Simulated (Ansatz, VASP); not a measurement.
## Sn: VASP beside Ansatz

File INCAR:

```
ALGO     = Normal         # electronic algorithm
EDIFF    = 1E-6           # SCF threshold, eV
EDIFFG   = -0.005         # ionic threshold
ENCUT    = 600            # plane-wave cutoff, eV
GGA      = PS             # functional
IBRION   = 2              # ionic algorithm
ISIF     = 3              # what is computed and relaxed
ISMEAR   = 1              # smearing method
LASPH    = True           # aspherical terms in the spheres
LCHARG   = False          # write CHGCAR
LREAL    = False          # projectors in reciprocal space
LWAVE    = False          # write WAVECAR
NELM     = 100            # most SCF steps
NSW      = 80             # ionic steps
PREC     = Accurate       # precision mode
SIGMA    = 0.1            # smearing width, eV
```

File KPOINTS:

```
k-points
0
Gamma
  11 11 11
```

Contents of POSCAR:

```
Sn
1.0
    3.4060750000      0.0000000000      0.0000000000
   -0.1954335462      3.4004635911      0.0000000000
   -1.5549314988     -1.7478085993      2.4756211423
Sn
1
Direct
    0.0000000000      0.0000000000      0.0000000000
```

Input for Ansatz:

```yaml
crystal:
  lattice:
    - [3.406075, 0.0, 0.0]
    - [-0.19543354615327374, 3.400463591139149, 0.0]
    - [-1.554931498764104, -1.7478085992739527, 2.4756211422752554]
  atoms:
    - { symbol: Sn, position: [0.0, 0.0, 0.0] }
basis:
  ecutwfc: 489.804952427784
kpoints:
  mp_grid:
    grid: [11, 11, 11]
hamiltonian:
  xc: pbesol
  dispersion: none
scf:
  occupations:
    method: cold
    width: 0.1
relax:
  f_tol: 0.005
  cell: {}
```

This isn't the form of Sn at room conditions, which is tetragonal (white tin).

Alike in both runs: task relaxation of cell and atoms; functional PBEsol; k mesh 11 × 11 × 11; no spin polarisation.

```csv
,VASP,Ansatz
version,VASP 6.6.1,Ansatz 0.2.0
potentials or method,"VASP PAW PBE potentials, release 64 (Sn_d)","plane waves, PAW"
plane-wave cutoff (eV),600,490
occupations,"methfessel-paxton of order 1, width 0.1 eV","cold, width 0.1 eV"
valence electrons in the cell,14,14
```

```csv
,VASP,Ansatz,Ansatz less VASP
relaxed volume (Å³/atom),26.59,26.59,-0.005
relaxed cell length with the largest relative difference (Å),3.326,3.326,-0.0005
energy change over the relaxation (meV/atom),-28,-28,0.0
```

Caveats: the PAW data sets were made with another functional, which shifts forces and pressure a little (VASP).
